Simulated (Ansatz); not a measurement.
## What strain does to LiF (rocksalt)

LiF (rocksalt), relaxed with r2SCAN in the PAW code Ansatz. It is cubic, Fm-3m (No. 225); a = 3.990 Å in the conventional setting, 7.94 Å³ an atom. Li has 6 F at 1.99 Å; F has 6 Li at 1.99 Å.

The axes x, y and z are those of this cell:
```
CELL_PARAMETERS angstrom
0.00000 1.99487 1.99487
1.99487 0.00000 1.99487
1.99487 1.99487 0.00000
ATOMIC_POSITIONS crystal
Li 0.00000 0.00000 0.00000
F 0.50000 0.50000 0.50000
```

Unstrained: PBE gives an indirect gap of 9.347 eV, from Γ–K (0.17 of the way from Γ) to Γ; the least direct gap is 9.348 eV at Γ. Least and direct gap differ so little that the kind isn't settled. r2SCAN gives a direct gap of 10.330 eV at Γ. With HSE06 the valence top lies at Γ–K (0.17 of the way from Γ) and the conduction bottom at Γ, 11.674 eV higher; the smallest vertical gap, at Γ, is 11.675 eV. Least and direct gap differ so little that the kind isn't settled. Meshes: PBE 10×10×10, r2SCAN 10×10×10, HSE06 8×8×8. Strains are changes of length per length. After each strain the atoms were relaxed again with r2SCAN within the symmetry that the strain leaves, so tilts or polar shifts that break it weren't tested; points keep the names that they have in the unstrained zone. The values are computed, spin-unpolarised, and not measurements.

Changes of the least gap in eV (an overlap counts as a negative gap):

| strain | volume change (%) | space group | PBE | r2SCAN | HSE06 | G0W0@PBE (mesh) | energy rise, r2SCAN (meV/atom) |
| --- | --- | --- | --- | --- | --- | --- | --- |
| isotropic -3.0 % on every length | -8.7 | Fm-3m | +0.891 | +0.935 | +0.954 | +1.01 | 17.3 |
| uniaxial +0.5 % along x | +0.5 | I4/mmm | -0.052 | -0.056 | -0.057 | -0.06 | 0.1 |
| uniaxial +3.0 % along z | +3.0 | I4/mmm | -0.311 | -0.324 | -0.336 | -0.36 | 2.7 |
| epitaxial -0.5 % in the xy plane, free normal strain +0.33 % | -0.7 | I4/mmm | +0.050 | +0.053 | +0.053 | +0.05 | 0.2 |
| isotropic -2.5 % on every length | -7.3 | Fm-3m | +0.733 | +0.770 | +0.786 | +0.83 | 11.8 |

Unstrained, G0W0@PBE with 66 empty bands, a screening cutoff of 150 eV and a 6×6×6 mesh gives 13.59 eV on its mesh; the band count follows the volume. No extrapolation in bands, cutoff or mesh was made for G0W0.

Isotropic -3.0 % on every length. HSE06: the gap goes from 11.674 to 12.628 eV (+0.954 eV). Stress change with r2SCAN, compression positive: xx +8.59, yy +8.59, zz +8.59 GPa. For HSE06, dE_g/d ln V = -10.4 eV over this step.

Uniaxial +0.5 % along x, other directions held. HSE06: the gap goes from 11.674 to 11.617 eV (-0.057 eV); least and direct gap lie within 0.04 eV, so its kind isn't settled. Stress change with r2SCAN, compression positive: xx -0.67, yy -0.23, zz -0.23 GPa.

Uniaxial +3.0 % along z, other directions held. HSE06: the gap goes from 11.674 to 11.338 eV (-0.336 eV); least and direct gap lie within 0.04 eV, so its kind isn't settled. Stress change with r2SCAN, compression positive: xx -1.31, yy -1.31, zz -3.47 GPa.

Epitaxial -0.5 % in the xy plane, free normal strain +0.33 %. HSE06: the gap goes from 11.674 to 11.727 eV (+0.053 eV); least and direct gap lie within 0.04 eV, so its kind isn't settled. Stress change with r2SCAN, compression positive: xx +0.80, yy +0.80, zz +0.02 GPa.

Isotropic -2.5 % on every length. HSE06: the gap goes from 11.674 to 12.460 eV (+0.786 eV); the edges go from Γ–K (0.17) → Γ to Γ–K (0.18) → Γ. Stress change with r2SCAN, compression positive: xx +6.91, yy +6.91, zz +6.91 GPa.

Where an edge lies off the special points, it is a point of the mesh or the k point where a search put PBE's edge or least direct gap, reused for the other functionals, whose own edges may lie a little apart.

The meshes of the hybrids are coarse, so their gaps aren't converged to the digits shown.
